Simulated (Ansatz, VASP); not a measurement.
## Cross-check of AlIn between VASP and Ansatz

One calculation is typed for both programs; each brings its own data sets. How far apart do they land? The cell is generated by rule, not measured, and may not be a known phase. The cell is taken from a series of runs on this material, whose earlier steps may have relaxed, scaled, displaced or heated it; both programs get it as it stands.

Calculated with Ansatz 0.2.0; plane waves, with VASP 6.6.1 beside it; zone-centre phonons at PBEsol.

The structure was built from a prototype and need not be the compound's stable phase.

## (1) The structure

It takes space group P4/nmm (No. 129, tetragonal). The conventional cell has a = 3.161 Å, b = 3.161 Å, c = 8.420 Å, α = 90.00°, β = 90.00°, γ = 90.00°. Al has 4 Al at 2.80 Å and 4 In at 3.08 Å nearest. Nearest to In lie 4 Al at 3.08 Å and 8 In at 3.16 to 3.35 Å. Farther neighbours are not listed.

Coordinates:

```cif
data_structure
_symmetry_space_group_name_H-M 'P 1'
_symmetry_Int_Tables_number 1
_cell_length_a 3.1607
_cell_length_b 3.1607
_cell_length_c 8.4197
_cell_angle_alpha 90.000
_cell_angle_beta 90.000
_cell_angle_gamma 90.000
_cell_volume 84.11
loop_
_atom_site_label
_atom_site_type_symbol
_atom_site_fract_x
_atom_site_fract_y
_atom_site_fract_z
_atom_site_occupancy
Al1 Al 0.00000 0.50000 0.90026 1
Al2 Al 0.50000 0.00000 0.09974 1
In3 In 0.00000 0.50000 0.35164 1
In4 In 0.50000 0.00000 0.64836 1
```

## (2) VASP: zone-centre phonons, PBEsol

Second derivatives magnify differences that forces hide, and they need a tight electronic threshold.

Lines of VASP's logs that name or quote its potential files are left out, and so is its time.

File INCAR:

```
SYSTEM = AlIn
PREC = Accurate
ENCUT = 500
EDIFF = 1E-08
NELM = 120
ISMEAR = 1
SIGMA = 0.2
LREAL = .FALSE.
ALGO = Normal
GGA = PS
NBANDS = 22
LORBIT = 11
LWAVE = .FALSE.
LCHARG = .FALSE.
ISIF = 2
IBRION = 8
LASPH = .TRUE.
GGA_COMPAT = .FALSE.
KPAR = 2
```

File POSCAR:

```
AlIn
1.0
    3.1607125212      0.0000000000      0.0000000000
    0.0000000000      3.1607125212      0.0000000000
    0.0000000000      0.0000000000      8.4197372592
Al In
2 2
Direct
    0.0000000000      0.5000000000      0.9002636751
    0.5000000000      0.0000000000      0.0997363249
    0.0000000000      0.5000000000      0.3516354448
    0.5000000000      0.0000000000      0.6483645552
```

File KPOINTS:

```
Automatic mesh
0
Gamma
14 14 6
0 0 0
```

The projector-augmented-wave data sets are Al and In_d (PBE family, release 64).

Run with:

```sh
$ mpirun -np 2 vasp_std
```

Numbers of over 12 decimals in the logs are rounded to 6 here.

The log of the run:

```text
[banner, memory and clock lines left out]
running    2 mpi-ranks, on    1 nodes
 distrk:  each k-point on    1 cores,    2 groups
 distr:  one band on    1 cores,    1 groups

 POSCAR found type information on POSCAR AlIn
 POSCAR found :  2 types and       4 ions
|                                                                             |
|               ----> ADVICE to this user running VASP <----                  |
|                                                                             |
|     You enforced a specific xc type in the INCAR file but a different       |
|     [... a line on the potential file left out ...]
|     I HOPE YOU KNOW WHAT YOU ARE DOING!                                     |
|                                                                             |

 LDA part: xc-table for (Slater+PW92), standard interpolation
 POSCAR, INCAR and KPOINTS ok, starting setup
 FFT: planning ... GRIDC
 FFT: planning ... GRID_SOFT
 FFT: planning ... GRID
 WAVECAR not read
 entering main loop
       N       E                     dE             d eps       ncg     rms          rms(c)
DAV:   1     0.229002482512E+03    0.22900E+03   -0.14513E+04  6342   0.168E+03
DAV:   2     0.191467855417E+01   -0.22709E+03   -0.22136E+03  6372   0.376E+02
DAV:   3    -0.136025020690E+02   -0.15517E+02   -0.15209E+02  7872   0.114E+02
DAV:   4    -0.140570522113E+02   -0.45455E+00   -0.45358E+00  7764   0.208E+01
DAV:   5    -0.140858432223E+02   -0.28791E-01   -0.28789E-01  9748   0.439E+00    0.467E+00
DAV:   6    -0.137944650562E+02    0.29138E+00   -0.66241E-01  8494   0.103E+01    0.239E+00
DAV:   7    -0.137667786595E+02    0.27686E-01   -0.80212E-02  7360   0.220E+00    0.928E-01
DAV:   8    -0.137577608436E+02    0.90178E-02   -0.76384E-03  9964   0.677E-01    0.267E-01
DAV:   9    -0.137566016129E+02    0.11592E-02   -0.69775E-04  7506   0.230E-01    0.675E-02
DAV:  10    -0.137565678220E+02    0.33791E-04   -0.62399E-05  8920   0.757E-02    0.250E-02
DAV:  11    -0.137565675343E+02    0.28776E-06   -0.10966E-05  9650   0.298E-02    0.121E-02
DAV:  12    -0.137565672864E+02    0.24783E-06   -0.70215E-07  8834   0.909E-03    0.744E-03
DAV:  13    -0.137565672999E+02   -0.13468E-07   -0.64228E-08  7718   0.238E-03    0.163E-03
DAV:  14    -0.137565672340E+02    0.65939E-07   -0.59449E-08  7830   0.240E-03    0.712E-04
DAV:  15    -0.137565672349E+02   -0.91086E-09   -0.38906E-09  4248   0.518E-04
   1 F= -.13756567E+02 E0= -.13757728E+02  d E =0.348349E-02
 Linear response reoptimize wavefunctions to high precision
DAV:   1    -0.137565672363E+02   -0.14606E-08   -0.74215E-10  4416   0.279E-04
DAV:   2    -0.137565672364E+02   -0.42746E-10   -0.28785E-10  4080   0.194E-04
 Linear response DOF=           4
 Linear response progress:
  Degree of freedom:   1/  4
       N       E                     dE             d eps       ncg     rms          rms(c)
RMM:   1    -0.525483711564E-02   -0.52548E-02    0.13486E-04 29271   0.312E-01
RMM:   2    -0.481756939299E-02    0.43727E-03   -0.26205E-04 24839   0.107E-01    0.357E-02
RMM:   3    -0.481620405639E-02    0.13653E-05   -0.37470E-05 27725   0.372E-02    0.207E-02
RMM:   4    -0.484963578675E-02   -0.33432E-04   -0.11924E-05 27514   0.212E-02    0.390E-03
RMM:   5    -0.484849658462E-02    0.11392E-05   -0.11584E-06 28562   0.799E-03    0.177E-03
RMM:   6    -0.484510065533E-02    0.33959E-05   -0.53419E-07 28374   0.311E-03    0.560E-04
RMM:   7    -0.484588916237E-02   -0.78851E-06    0.14179E-07 29152   0.119E-03    0.373E-04
RMM:   8    -0.484595104477E-02   -0.61882E-07   -0.43997E-08 29401   0.382E-04    0.380E-05
RMM:   9    -0.484590918199E-02    0.41863E-07    0.14717E-08 29742   0.151E-04    0.792E-05
RMM:  10    -0.484591403934E-02   -0.48573E-08    0.22097E-08 31366   0.579E-05    0.594E-05
 first order change of Fermi-energy   0.10673E-04
 force on displaced ion       1 direction 1 :  -2.214   0.000   0.000
 Linear response progress:
  Degree of freedom:   2/  4
       N       E                     dE             d eps       ncg     rms          rms(c)
RMM:   1    -0.144113348958E-01   -0.14411E-01    0.42786E-02 11729   0.857E-01
RMM:   2    -0.125035775342E-01    0.19078E-02   -0.17385E-03 10168   0.435E-01    0.773E-02
RMM:   3    -0.124617150437E-01    0.41862E-04   -0.45665E-04  9845   0.207E-01    0.287E-02
RMM:   4    -0.124774515028E-01   -0.15736E-04   -0.11095E-04 10608   0.909E-02    0.131E-02
RMM:   5    -0.124833203052E-01   -0.58688E-05   -0.33084E-05 11773   0.371E-02    0.102E-02
RMM:   6    -0.124825402131E-01    0.78009E-06   -0.66049E-06 11320   0.177E-02    0.443E-03
RMM:   7    -0.124847684708E-01   -0.22283E-05   -0.17172E-06 11690   0.646E-03    0.115E-03
RMM:   8    -0.124857784912E-01   -0.10100E-05   -0.15543E-06 10339   0.556E-03    0.133E-03
RMM:   9    -0.124858029027E-01   -0.24412E-07   -0.67974E-07 11688   0.253E-03    0.748E-04
RMM:  10    -0.124856732782E-01    0.12962E-06   -0.28337E-07 10897   0.143E-03    0.339E-04
RMM:  11    -0.124858291146E-01   -0.15584E-06   -0.15220E-07 11594   0.677E-04    0.127E-04
RMM:  12    -0.124858311404E-01   -0.20258E-08   -0.10885E-07 10969   0.376E-04    0.145E-04
RMM:  13    -0.124858211813E-01    0.99591E-08   -0.45971E-08 12006   0.165E-04    0.307E-05
 first order change of Fermi-energy   0.46428E-02
 force on displaced ion       1 direction 3 :   0.000   0.000  -4.419
 Linear response progress:
  Degree of freedom:   3/  4
       N       E                     dE             d eps       ncg     rms          rms(c)
RMM:   1    -0.226786485729E+00   -0.22679E+00   -0.12807E-01 21636   0.407E+00
RMM:   2    -0.230033312806E+00   -0.32468E-02   -0.17464E-02 25326   0.920E-01    0.530E-02
RMM:   3    -0.229943179521E+00    0.90133E-04   -0.16175E-03 27381   0.302E-01    0.236E-02
RMM:   4    -0.229796480590E+00    0.14670E-03   -0.17274E-04 27859   0.932E-02    0.188E-02
RMM:   5    -0.229747820428E+00    0.48660E-04   -0.30861E-05 28078   0.349E-02    0.540E-03
RMM:   6    -0.229712078289E+00    0.35742E-04   -0.44457E-06 28681   0.149E-02    0.363E-03
RMM:   7    -0.229690316809E+00    0.21761E-04   -0.10854E-05 26018   0.527E-03    0.214E-03
RMM:   8    -0.229694753175E+00   -0.44364E-05   -0.32011E-06 29714   0.220E-03    0.115E-03
RMM:   9    -0.229697528514E+00   -0.27753E-05   -0.12920E-06 30481   0.890E-04    0.461E-04
RMM:  10    -0.229696045323E+00    0.14832E-05   -0.59623E-07 29471   0.428E-04    0.477E-04
RMM:  11    -0.229696526854E+00   -0.48153E-06   -0.22144E-08 28967   0.271E-04    0.170E-04
RMM:  12    -0.229697875073E+00   -0.13482E-05   -0.20020E-07 30848   0.155E-04    0.593E-05
RMM:  13    -0.229697842918E+00    0.32155E-07   -0.31500E-08 30771   0.897E-05    0.598E-05
RMM:  14    -0.229697670192E+00    0.17273E-06   -0.52225E-08 31012   0.638E-05    0.238E-05
RMM:  15    -0.229697538794E+00    0.13140E-06   -0.15324E-08 30851   0.506E-05    0.284E-06
RMM:  16    -0.229697535546E+00    0.32474E-08   -0.33457E-09 33765   0.414E-05    0.164E-06
 first order change of Fermi-energy  -0.29956E-05
 force on displaced ion       3 direction 1 :  -0.543   0.000  -0.000
 Linear response progress:
  Degree of freedom:   4/  4
       N       E                     dE             d eps       ncg     rms          rms(c)
RMM:   1    -0.253895384368E+00   -0.25390E+00   -0.11432E-01  8546   0.424E+00
RMM:   2    -0.255508436586E+00   -0.16131E-02   -0.20392E-02 10820   0.107E+00    0.975E-02
RMM:   3    -0.255612385230E+00   -0.10395E-03   -0.25510E-03 11273   0.358E-01    0.312E-02
RMM:   4    -0.255523911209E+00    0.88474E-04   -0.28792E-04 11903   0.126E-01    0.239E-02
RMM:   5    -0.255517789205E+00    0.61220E-05   -0.44131E-05 11329   0.508E-02    0.155E-02
RMM:   6    -0.255511359100E+00    0.64301E-05   -0.87745E-06 11694   0.230E-02    0.326E-03
RMM:   7    -0.255510945801E+00    0.41330E-06   -0.29198E-06 11903   0.732E-03    0.200E-03
RMM:   8    -0.255506986816E+00    0.39590E-05   -0.32133E-07 11639   0.354E-03    0.857E-04
RMM:   9    -0.255504619470E+00    0.23673E-05   -0.31517E-07 11071   0.187E-03    0.593E-04
RMM:  10    -0.255502718685E+00    0.19008E-05   -0.24886E-08 11929   0.946E-04    0.300E-04
RMM:  11    -0.255503906542E+00   -0.11879E-05    0.31807E-07 10874   0.537E-04    0.415E-04
RMM:  12    -0.255504307123E+00   -0.40058E-06    0.36190E-08 12905   0.268E-04    0.739E-04
RMM:  13    -0.255503965580E+00    0.34154E-06    0.10992E-07 12489   0.137E-04    0.407E-04
RMM:  14    -0.255503784355E+00    0.18122E-06    0.34678E-08 12402   0.879E-05    0.254E-04
RMM:  15    -0.255503734114E+00    0.50241E-07    0.37280E-08 13054   0.578E-05    0.202E-04
RMM:  16    -0.255503608042E+00    0.12607E-06    0.20901E-08 11392   0.533E-05    0.687E-05
RMM:  17    -0.255503534780E+00    0.73261E-07    0.88045E-09 12502   0.460E-05    0.103E-05
RMM:  18    -0.255503522182E+00    0.12598E-07    0.81457E-09 13138   0.347E-05    0.368E-06
RMM:  19    -0.255503511452E+00    0.10730E-07    0.15232E-09 12789   0.310E-05    0.659E-06
RMM:  20    -0.255503512436E+00   -0.98377E-09    0.26034E-09  9712   0.293E-05    0.141E-06
 first order change of Fermi-energy   0.59313E-01
 force on displaced ion       3 direction 3 :   0.000   0.000  -3.261
 Linear response finished
```

Parts of OUTCAR (step 2):

```text
ion  position               nearest neighbor table
   1  0.000  0.500  0.900-   2 2.80   2 2.80   2 2.80   2 2.80   4 3.08   4 3.08   4 3.08   4 3.08

  LATTYP: Found a simple tetragonal cell.
 ALAT       =     3.1607125212
 C/A-ratio  =     2.6638731624

 Subroutine GETGRP returns: Found 16 space group operations
 (whereof  8 operations were pure point group operations)

The static configuration has the point symmetry D_2d.
 The point group associated with its full space group is D_4h.

 Found    144 irreducible k-points:

   k-points           NKPTS =    144   k-points in BZ     NKDIM =    144   number of bands    NBANDS=     22

   dimension x,y,z NGX =    24 NGY =   24 NGZ =   64
   dimension x,y,z NGXF=    48 NGYF=   48 NGZF=  128

   ENCUT  =  500.0 eV  36.75 Ry    6.06 a.u.   5.76  5.76 15.35*2*pi/ulx,y,z

   NELECT =      32.0000    total number of electrons

 k-points in reciprocal lattice and weights: Automatic mesh
   0.00000000  0.00000000  0.00000000       0.001
   0.07142857  0.00000000  0.00000000       0.003
   0.14285714  0.00000000  0.00000000       0.003
   0.21428571  0.00000000  0.00000000       0.003
   0.28571429  0.00000000  0.00000000       0.003
   0.35714286  0.00000000  0.00000000       0.003
   0.42857143  0.00000000  0.00000000       0.003
   0.50000000  0.00000000  0.00000000       0.002
   0.07142857  0.07142857  0.00000000       0.003
[...]
0.50000000  0.42857143  0.50000000       0.003
   0.50000000  0.50000000  0.50000000       0.001

 average (electrostatic) potential at core
       1 -72.6197       2 -72.6197       3 -93.2530       4 -93.2530

  Total        0.0000311      0.0000311      0.0027521      0.0000000      0.0000000      0.0000000
  in kB        0.0005923      0.0005923      0.0524204      0.0000000      0.0000000      0.0000000
  external PRESSURE =       0.0178683 kB  Pullay stress =       0.0000000 kB

  energy-cutoff  :      500.00
  volume of cell :       84.11
      direct lattice vectors                 reciprocal lattice vectors
     3.160712521  0.000000000  0.000000000     0.316384357  0.000000000  0.000000000
     0.000000000  3.160712521  0.000000000     0.000000000  0.316384357  0.000000000
     0.000000000  0.000000000  8.419737259     0.000000000  0.000000000  0.118768552

 POSITION                                       TOTAL-FORCE (eV/Angst)
 -----------------------------------------------------------------------------------
      0.00000      1.58036      7.57998        -0.000000     -0.000000     -0.004716
      1.58036      0.00000      0.83975        -0.000000     -0.000000      0.004716
      0.00000      1.58036      2.96068        -0.000000      0.000000     -0.001165
      1.58036      0.00000      5.45906         0.000000     -0.000000      0.001165
 -----------------------------------------------------------------------------------
    total drift:                                0.000000      0.000000      0.000000

 Eigenvectors and eigenvalues of the dynamical matrix
 ----------------------------------------------------

   1 f  =    8.048864 THz    50.572502 2PiTHz  268.481193 cm-1    33.287411 meV
             X         Y         Z           dx          dy          dz
      0.000000  1.580356  7.579984     0.000000    0.000000    0.703972
      1.580356  0.000000  0.839754    -0.000000   -0.000000   -0.703972
      0.000000  1.580356  2.960678     0.000000    0.000000    0.066507
      1.580356  0.000000  5.459059    -0.000000   -0.000000   -0.066507

   2 f  =    6.057409 THz    38.059822 2PiTHz  202.053410 cm-1    25.051419 meV
             X         Y         Z           dx          dy          dz
      0.000000  1.580356  7.579984     0.705026    0.020150   -0.000000
      1.580356  0.000000  0.839754    -0.705026   -0.020150   -0.000000
      0.000000  1.580356  2.960678     0.050299    0.001438   -0.000000
      1.580356  0.000000  5.459059    -0.050299   -0.001438   -0.000000

   3 f  =    6.057409 THz    38.059822 2PiTHz  202.053410 cm-1    25.051419 meV
             X         Y         Z           dx          dy          dz
      0.000000  1.580356  7.579984     0.020150   -0.705026    0.000000
      1.580356  0.000000  0.839754    -0.020150    0.705026   -0.000000
      0.000000  1.580356  2.960678     0.001438   -0.050299   -0.000000
      1.580356  0.000000  5.459059    -0.001438    0.050299    0.000000

   4 f  =    4.421026 THz    27.778123 2PiTHz  147.469539 cm-1    18.283884 meV
             X         Y         Z           dx          dy          dz
      0.000000  1.580356  7.579984    -0.000000   -0.000000   -0.634811
      1.580356  0.000000  0.839754    -0.000000   -0.000000   -0.634811
      0.000000  1.580356  2.960678     0.000000   -0.000000    0.311473
      1.580356  0.000000  5.459059    -0.000000    0.000000    0.311473

   5 f  =    3.099053 THz    19.471925 2PiTHz  103.373287 cm-1    12.816648 meV
             X         Y         Z           dx          dy          dz
      0.000000  1.580356  7.579984    -0.000000    0.000000   -0.066507
      1.580356  0.000000  0.839754    -0.000000    0.000000    0.066507
      0.000000  1.580356  2.960678     0.000000   -0.000000    0.703972
      1.580356  0.000000  5.459059     0.000000   -0.000000   -0.703972

   6 f  =    2.126769 THz    13.362885 2PiTHz   70.941383 cm-1     8.795607 meV
             X         Y         Z           dx          dy          dz
      0.000000  1.580356  7.579984     0.439324   -0.452568   -0.000000
      1.580356  0.000000  0.839754     0.439324   -0.452568   -0.000000
      0.000000  1.580356  2.960678    -0.222647    0.229358   -0.000000
      1.580356  0.000000  5.459059    -0.222647    0.229358   -0.000000

   7 f  =    2.126769 THz    13.362885 2PiTHz   70.941383 cm-1     8.795607 meV
             X         Y         Z           dx          dy          dz
      0.000000  1.580356  7.579984    -0.452568   -0.439324    0.000000
      1.580356  0.000000  0.839754    -0.452568   -0.439324    0.000000
      0.000000  1.580356  2.960678     0.229358    0.222647   -0.000000
      1.580356  0.000000  5.459059     0.229358    0.222647    0.000000

   8 f  =    1.100364 THz     6.913791 2PiTHz   36.704195 cm-1     4.550738 meV
             X         Y         Z           dx          dy          dz
      0.000000  1.580356  7.579984     0.031160    0.039511   -0.000000
      1.580356  0.000000  0.839754    -0.031160   -0.039511   -0.000000
      0.000000  1.580356  2.960678    -0.436761   -0.553812   -0.000000
      1.580356  0.000000  5.459059     0.436761    0.553812   -0.000000

   9 f  =    1.100364 THz     6.913791 2PiTHz   36.704195 cm-1     4.550738 meV
             X         Y         Z           dx          dy          dz
      0.000000  1.580356  7.579984    -0.039511    0.031160   -0.000000
      1.580356  0.000000  0.839754     0.039511   -0.031160   -0.000000
      0.000000  1.580356  2.960678     0.553812   -0.436761   -0.000000
      1.580356  0.000000  5.459059    -0.553812    0.436761   -0.000000

  10 f/i=    0.021078 THz     0.132438 2PiTHz    0.703091 cm-1     0.087172 meV
             X         Y         Z           dx          dy          dz
      0.000000  1.580356  7.579984     0.000000   -0.000000    0.311473
      1.580356  0.000000  0.839754     0.000000   -0.000000    0.311473
      0.000000  1.580356  2.960678     0.000000   -0.000000    0.634811
      1.580356  0.000000  5.459059     0.000000   -0.000000    0.634811

  11 f/i=    0.037630 THz     0.236439 2PiTHz    1.255218 cm-1     0.155627 meV
             X         Y         Z           dx          dy          dz
      0.000000  1.580356  7.579984    -0.257675   -0.189157    0.000000
      1.580356  0.000000  0.839754    -0.257675   -0.189157    0.000000
      0.000000  1.580356  2.960678    -0.508442   -0.373243    0.000000
      1.580356  0.000000  5.459059    -0.508442   -0.373243    0.000000

  12 f/i=    0.037630 THz     0.236439 2PiTHz    1.255218 cm-1     0.155627 meV
             X         Y         Z           dx          dy          dz
      0.000000  1.580356  7.579984     0.189157   -0.257675   -0.000000
      1.580356  0.000000  0.839754     0.189157   -0.257675   -0.000000
      0.000000  1.580356  2.960678     0.373243   -0.508442   -0.000000
      1.580356  0.000000  5.459059     0.373243   -0.508442   -0.000000

 ELASTIC MODULI CONTR FROM IONIC RELAXATION (kBar)
 Direction    XX          YY          ZZ          XY          YZ          ZX
 --------------------------------------------------------------------------------
 XX          -7.4691     -7.4691    -21.3480      0.0000     -0.0000     -0.0000
 YY          -7.4691     -7.4691    -21.3480      0.0000     -0.0000     -0.0000
 ZZ         -21.3480    -21.3480    -61.0356      0.0000     -0.0000     -0.0000
 XY           0.0000      0.0000      0.0000      0.0000      0.0000      0.0000
 YZ          -0.0000     -0.0000     -0.0000      0.0000    -50.1957      0.0000
 ZX          -0.0000     -0.0000     -0.0000      0.0000      0.0000    -62.3370
 --------------------------------------------------------------------------------
```

(Continued in part 2 of 2.)

[Lines on the potential files, build, host, timing and source positions are cut from VASP's logs without a mark.]

[Logs are printed without paths, hosts, clocks, repeated set-up lines and the standing remarks that a program may print on its own settings, such as how far it seeks lower states.]

[Hosts, paths, dates, database ids (printed as entryN), source tags and the programs' standing remarks are cut or masked in the printed files.]
